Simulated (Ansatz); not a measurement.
# Tb (Fm-3m) in Ansatz: further runs

The runs below take Tb through single point, density of states, with PBE, PBEsol+D3(BJ).

Everything below comes from runs of Ansatz 0.2.0. Logs are shortened: lines on timing, memory, paths and dates and some standing lists are left out, and cuts for length are marked.

**1. The structure**

Symmetry: Fm-3m, No. 225, cubic system. The conventional cell has a = 5.040 Å, b = 5.040 Å, c = 5.040 Å, α = 90.00°, β = 90.00°, γ = 90.00°. Around Tb (site symmetry m-3m) lie 12 Tb at 3.56 Å.

This isn't the form of Tb at room conditions, which is hcp.

**2. Single point, PBE, collinear spin, ferromagnetic start, 30.08 Å³/atom (volume scaled by 0.94)**

Contents of input.yaml:

```yaml
crystal:
  lattice:
    - [0.0, 2.4685227968, 2.4685227968]
    - [2.4685227968, 0.0, 2.4685227968]
    - [2.4685227968, 2.4685227968, 0.0]
  atoms:
    - { symbol: Tb, position: [0.0, 0.0, 0.0], spin: 6.0 }
kpoints:
  mp_grid: { grid: [9, 9, 9] }
scf:
  occupations: { method: fermi_dirac, width: 0.05 }
hamiltonian:
  xc: pbe
  pseudopotentials: { kind: all_electron, lapw: { basis_error: 0.0005 } }
magnetization:
  spin_polarized: true
output:
  forces: true
  stress: true
  eigenvalues: true
```

Potentials or basis: all-electron LAPW, scalar-relativistic.

Run with:

```console
$ ansatz run input.yaml --threads 2 --pin off --max-ram 5120MiB --backend cpu --events-out ev --progress --plain --runs-dir out
```

Output:

```text
Warning: RAYON_NUM_THREADS=2 ignored (pool sized by the plan → 2); use --threads N
LAPW: plane waves up to 6.863 Å⁻¹, error target 5.0e-4 eV per atom; small_component_spin mean_spin; Tb in spheres of 1.746 Å, 29 of its electrons in bands, Dirac shells [] (how accurate: hamiltonian.pseudopotentials.lapw.basis_error, Limitations)
Engine: ansatz 0.2.0, aarch64-unknown-linux-gnu
Pseudopotentials: kind: all_electron
Pseudopotential: Tb, LAPW, valence charge 29, lapw/all_electron/scalar/gaussian/Tb, Koelling and Harmon's equation, gaussian nucleus
Functional definition: PBE
  parameter kappa = 0.804
  parameter beta = 0.06672455060314922
  exchange = pbe_x(kappa = kappa, mu = beta*pi^2/3)
  correlation = pbe_c(beta = beta)
Crystal: 1 atoms, lattice volume = 30.084 Å³
Basis set: ecut = 179.4706693798959 eV, 169 PW (Γ), exchange–correlation at level 2
Bands: 22, of which v1, the nominal top of the filled ones, is band 15 counted from 1 (14 counted from 0)
Symmetry: 48 space group operations
Space group: Fm-3m (ITA 225), of the structure as read, at distance tolerance 3.1e-5 Å
Magnetic group: BNS 225.116 (UNI 1618), of the structure as read, at distance tolerance 3.1e-5 Å
k-points: 35 of 729
Non-local potential: Tb, projectors of the file, none
Initial density: superposition of atomic densities (chi_scale 0.1, normalization cell)
Initial wavefunctions: plane waves of lowest kinetic energy (no species holds an atomic orbital)
Functional: x = pbe(κ = 0.804, μ = 0.2195149727645171), c = pbe(β = 0.06672455060314922)
iter 1 solved again at ethr=1.89e-5 eV; its pass at ethr=1.00e-1 eV (dr2=5.48e-3 eV) is discarded
SCF iter   1: F=—  HF=-318598.391220 eV  |F-HF|=—  |Δ(HF+E_count)|=         —  Δρ=3.18e-3 (↑2.78e-3 ↓3.18e-3)  dr2=1.03e-2  dr2_m=2.78e-5  M=6.002 μB ∫|m|=6.005 μB  β_m=0.30  ethr=1.89e-5  ⟨swp⟩=3.4  Hψ=10448  notcnv=0
preconditioner: auto → Kerker (q_TF=auto, 2.712 Å⁻¹)  [metal: Δε(μ)=0.008 eV  Ē_g=12.410 eV  σ=0.050 eV  W_gap=0.04  n_scr=14 (ndim 8)  ℏωp=27.9 eV  f_vac=0.000  D(μ)=14.69/eV (n_scr^D=410)]
spin=Collinear: Kerker preconditioning applied to the charge; magnetization (m = ρ↑ − ρ↓) channel mixes plain (no charge-response kernel on spin).
SCF iter   2: F=—  HF=-318598.344770 eV  |F-HF|=—  |Δ(HF+E_count)|=   4.65e-2  Δρ=2.70e-3 (↑2.29e-3 ↓2.70e-3)  dr2=7.60e-3  dr2_m=2.10e-5  M=6.002 μB ∫|m|=6.006 μB  β_m=0.60  ethr=1.89e-5  ⟨swp⟩=2.0  Hψ=4567  notcnv=0
SCF iter   3: F=—  HF=-318598.587035 eV  |F-HF|=—  |Δ(HF+E_count)|=   2.42e-1  Δρ=1.24e-3 (↑1.24e-3 ↓1.04e-3)  dr2=6.31e-4  dr2_m=2.29e-4  M=5.951 μB ∫|m|=5.960 μB  β_m=0.42  ethr=1.89e-5  ⟨swp⟩=2.0  Hψ=4569  notcnv=0
SCF iter   4: F=—  HF=-318598.367386 eV  |F-HF|=—  |Δ(HF+E_count)|=         —  Δρ=1.67e-3 (↑1.27e-3 ↓1.67e-3)  dr2=1.41e-3  dr2_m=2.63e-4  M=5.943 μB ∫|m|=5.959 μB  β_m=0.42  ethr=2.18e-6  ⟨swp⟩=2.6  Hψ=4726  notcnv=0
Mixer restart at iter 4: flushing history
iteration 4: the lowest order of the open f orbitals that was found in this iteration's bands is taken; no other order was found there
SCF iter   5: F=—  HF=-318598.348305 eV  |F-HF|=—  |Δ(HF+E_count)|=         —  Δρ=6.24e-3 (↑4.52e-3 ↓6.24e-3)  dr2=2.26e-3  dr2_m=7.30e-3  M=5.707 μB ∫|m|=5.712 μB  β_m=0.42  ethr=2.18e-6  ⟨swp⟩=2.8  Hψ=4735  notcnv=0
Mixer restart at iter 5: flushing history
SCF iter   6: F=—  HF=-318598.480932 eV  |F-HF|=—  |Δ(HF+E_count)|=         —  Δρ=2.82e-3 (↑1.39e-3 ↓2.82e-3)  dr2=5.25e-3  dr2_m=1.73e-4  M=5.876 μB ∫|m|=5.906 μB  β_m=0.42  ethr=2.18e-6  ⟨swp⟩=3.1  Hψ=5687  notcnv=0
Mixer restart at iter 6: flushing history
SCF iter   7: F=—  HF=-318598.400543 eV  |F-HF|=—  |Δ(HF+E_count)|=   8.04e-2  Δρ=6.56e-4 (↑3.39e-4 ↓6.56e-4)  dr2=7.97e-5  dr2_m=1.82e-5  M=5.859 μB ∫|m|=5.868 μB  β_m=0.35  ethr=2.18e-6  ⟨swp⟩=3.0  Hψ=5537  notcnv=0
SCF iter   8: F=—  HF=-318598.358782 eV  |F-HF|=—  |Δ(HF+E_count)|=   4.18e-2  Δρ=6.13e-4 (↑3.88e-4 ↓6.13e-4)  dr2=3.48e-4  dr2_m=4.95e-6  M=5.868 μB ∫|m|=5.882 μB  β_m=0.67  ethr=2.75e-7  ⟨swp⟩=3.0  Hψ=5180  notcnv=0
SCF iter   9: F=—  HF=-318598.366830 eV  |F-HF|=—  |Δ(HF+E_count)|=   8.05e-3  Δρ=1.46e-4 (↑1.46e-4 ↓1.21e-4)  dr2=3.09e-5  dr2_m=1.02e-6  M=5.872 μB ∫|m|=5.886 μB  β_m=0.79  ethr=2.75e-7  ⟨swp⟩=2.9  Hψ=4662  notcnv=0
SCF iter  10: F=—  HF=-318598.378701 eV  |F-HF|=—  |Δ(HF+E_count)|=         —  Δρ=9.50e-5 (↑7.57e-5 ↓9.50e-5)  dr2=9.98e-6  dr2_m=6.54e-7  M=5.875 μB ∫|m|=5.888 μB  β_m=0.90  ethr=1.07e-7  ⟨swp⟩=2.0  Hψ=4481  notcnv=0
the basis was enlarged: its passes take 12.7 MiB over the memory plan, 2 of 2 planned eigensolver slots
SCF iter  11: F=—  HF=-318598.380758 eV  |F-HF|=—  |Δ(HF+E_count)|=   2.06e-3  Δρ=1.28e-4 (↑5.77e-5 ↓1.28e-4)  dr2=6.50e-6  dr2_m=1.05e-6  M=5.880 μB ∫|m|=5.892 μB  β_m=0.89  ethr=3.44e-8  ⟨swp⟩=3.0  Hψ=4678  notcnv=0
SCF iter  12: F=—  HF=-318598.380041 eV  |F-HF|=—  |Δ(HF+E_count)|=   7.17e-4  Δρ=1.35e-4 (↑8.86e-5 ↓1.35e-4)  dr2=1.75e-5  dr2_m=4.57e-7  M=5.886 μB ∫|m|=5.897 μB  β_m=0.94  ethr=2.24e-8  ⟨swp⟩=3.0  Hψ=4753  notcnv=0
SCF iter  13: F=—  HF=-318598.380935 eV  |F-HF|=—  |Δ(HF+E_count)|=   8.94e-4  Δρ=3.10e-5 (↑1.51e-5 ↓3.10e-5)  dr2=7.31e-7  dr2_m=2.80e-8  M=5.882 μB ∫|m|=5.894 μB  β_m=0.97  ethr=2.24e-8  ⟨swp⟩=3.0  Hψ=4711  notcnv=0
SCF iter  14: F=—  HF=-318598.380958 eV  |F-HF|=—  |Δ(HF+E_count)|=   2.36e-5  Δρ=1.53e-5 (↑9.18e-6 ↓1.53e-5)  dr2=1.86e-7  dr2_m=1.52e-8  M=5.883 μB ∫|m|=5.894 μB  β_m=0.99  ethr=2.52e-9  ⟨swp⟩=3.0  Hψ=4694  notcnv=0
SCF iter  15: F=—  HF=-318598.380938 eV  |F-HF|=—  |Δ(HF+E_count)|=   2.02e-5  Δρ=7.32e-6 (↑5.40e-6 ↓7.32e-6)  dr2=7.69e-8  dr2_m=1.09e-9  M=5.883 μB ∫|m|=5.894 μB  β_m=0.94  ethr=6.43e-10  ⟨swp⟩=3.0  Hψ=4865  notcnv=0  recentre
iter 16 solved again at ethr=9.84e-12 eV; its pass at ethr=2.65e-10 eV (dr2=2.85e-9 eV) is discarded
SCF iter  16: F=—  HF=-318598.380961 eV  |F-HF|=—  |Δ(HF+E_count)|=   2.26e-5  Δρ=1.43e-6 (↑1.36e-6 ↓1.43e-6)  dr2=2.85e-9  dr2_m=6.30e-11  M=5.882 μB ∫|m|=5.894 μB  β_m=0.97  ethr=9.84e-12  ⟨swp⟩=2.0  Hψ=7745  notcnv=0
SCF iter  17: F=—  HF=-318598.380962 eV  |F-HF|=—  |Δ(HF+E_count)|=   1.37e-6  Δρ=6.25e-7 (↑6.21e-7 ↓6.25e-7)  dr2=3.82e-10  dr2_m=3.40e-11  M=5.882 μB ∫|m|=5.894 μB  β_m=0.90  ethr=9.83e-12  ⟨swp⟩=3.0  Hψ=4789  notcnv=0
SCF iter  18: F=—  HF=-318598.380962 eV  |F-HF|=—  |Δ(HF+E_count)|=   1.61e-7  Δρ=1.39e-6 (↑1.08e-6 ↓1.39e-6)  dr2=2.16e-10  dr2_m=3.45e-10  M=5.882 μB ∫|m|=5.894 μB  β_m=0.95  ethr=2.10e-12 (applied; sched 1.32e-12)  ⟨swp⟩=3.0  Hψ=4774  notcnv=0
SCF iter  19: F=—  HF=-318598.380962 eV  |F-HF|=—  |Δ(HF+E_count)|=  9.90e-10  Δρ=1.68e-6 (↑8.95e-7 ↓1.68e-6)  dr2=3.55e-10  dr2_m=3.71e-10  M=5.882 μB ∫|m|=5.894 μB  β_m=0.97  ethr=1.99e-12 (applied; sched 1.00e-12)  ⟨swp⟩=2.4  Hψ=4504  notcnv=0
SCF iter  20: F=-318598.380962 eV  HF=-318598.380962 eV  |F-HF|=1.75e-10  |Δ(HF+E_count)|=   3.73e-9  Δρ=1.63e-7 (↑9.80e-8 ↓1.63e-7)  dr2=1.31e-11  dr2_m=3.00e-12  M=5.882 μB ∫|m|=5.894 μB  ethr=1.99e-12 (applied; sched 1.00e-12)  ⟨swp⟩=2.0  Hψ=4477  notcnv=0
SCF 1 converged in 20 iterations: F = -318598.380962 eV  dr2 = 1.31e-11
SCF converged after 20 iterations
Magnetization: 5.8822 μB (17.4411 up, 11.5589 down)
Absolute magnetization: 5.8939 μB (∫|ρ↑−ρ↓|)
Spin contamination: 0.0869 ħ² per cell (⟨S²⟩ above its minimum at these occupations)
Per-site moments (μB) at R_I (Å): [(5.8793739405012495, 1.745509183120747)]
Free energy (F): -318598.380962 eV
Harris-Foulkes:  -318598.380962 eV  (|F-HF|=1.75e-10)
Internal energy: -318598.344136 eV  (E = F + TS)
E sigma→0 (E₀):  -318598.362549 eV
Entropy (-TS):   -0.036827 eV (-36.827 meV/atom)
Fermi energy:    15.529168 eV
--- Per-component energies (eV) ---
  E_band       = -1263.137196
  E_kinetic    = 347257.521730
  E_xc         = -6995.246902
  E_electrostatic = -658860.618964  (all electrons and nuclei)
  E_smearing   = -0.036827  (= −TS)
  E_closure    = 0.000000  (closes the sum)
  E_atoms      = -318590.294593  (free atoms, spherical and without spin; not in F)
  Σ components = -318598.380962   (vs F -318598.380962, Δ=0.00e0)
  Basis errors (estimates in eV, not in F): energy 1.2e-4 per atom: plane waves 8.8e-5 (4.5e-5 summed), levels above the bands 1.9e-71, relativity 2.1e-7, radial functions 3.0e-5, core shells 3.7e-7; eigenvalues (radial functions only) 5.3e-7; not estimated: angular momenta, meshes, grids; target (lapw.basis_error) 5.0e-4; muffin-tin radii Tb 1.746 Å
--- Forces (eV/Å), atoms counted from 1 ---
  atom   1  Tb     0.00000000     0.00000000     0.00000000
  max |Σ_I F_I| component: 1.64e-32 eV/Å
--- Stress (GPa, compression-positive) ---
        1.854138      -0.000000       0.000000
       -0.000000       1.854138      -0.000000
        0.000000      -0.000000       1.854138
  P = ⅓ Tr σ = 1.8541 GPa (18.541 kbar)
--- Band table (eV; the first three rows and the last of 70) ---
  k-point 0 ↑: bands = ["-133.5077", "-133.5077", "-132.9073", "-132.9073", "-132.9073", "-30.5366", "-6.7280", "-6.7280", "-6.7280", "10.5127", "11.3735", "11.3735", "11.3735", "11.4461", "11.4461", "11.4461", "12.0229", "17.4053", "17.4053", "17.4053", "19.7805", "19.7805"]
  k-point 1 ↑: bands = ["-133.5077", "-133.5077", "-132.9073", "-132.9073", "-132.9073", "-30.5273", "-6.8363", "-6.7414", "-6.7414", "10.8742", "11.3691", "11.3822", "11.3822", "11.4283", "11.4283", "11.4467", "12.0336", "17.0735", "17.5779", "17.5779", "19.6111", "19.6111"]
  k-point 2 ↑: bands = ["-133.5077", "-133.5077", "-132.9073", "-132.9073", "-132.9073", "-30.5037", "-7.1006", "-6.7749", "-6.7749", "11.3554", "11.3783", "11.3783", "11.4153", "11.4153", "11.4482", "11.8029", "12.0727", "16.4867", "17.7367", "17.7367", "19.6600", "19.6600"]
  k-point 34 ↓: bands = ["-128.1542", "-128.1542", "-128.1542", "-128.0809", "-128.0809", "-27.8664", "-5.5649", "-5.4345", "-5.1828", "14.8851", "15.4260", "15.6500", "15.6643", "15.9219", "16.0611", "16.1364", "16.1758", "16.4125", "16.8171", "19.5211", "22.8106", "24.2056"]
```

Wall time 14 s (2 threads of Arm Neoverse V1, shared host); peak memory 0.37 GiB.

Results:

| Quantity | Value |
| --- | --- |
| Free energy | -318598.3810 eV |
| Pressure | 1.9 GPa |
| Band gap on the k mesh | none (metal or under the smearing width) |
| Net moment | 5.88 μB per cell |
| Absolute moment | 5.89 μB per cell |
| Site moments | Tb +5.88 μB |

Caveat: an open f shell can end in a state above the lowest; the magnetic or orbital state may not be the lowest; spin-orbit coupling is left out, which moves the levels of the heavy elements.

(Part 1 of 2 ends here.)
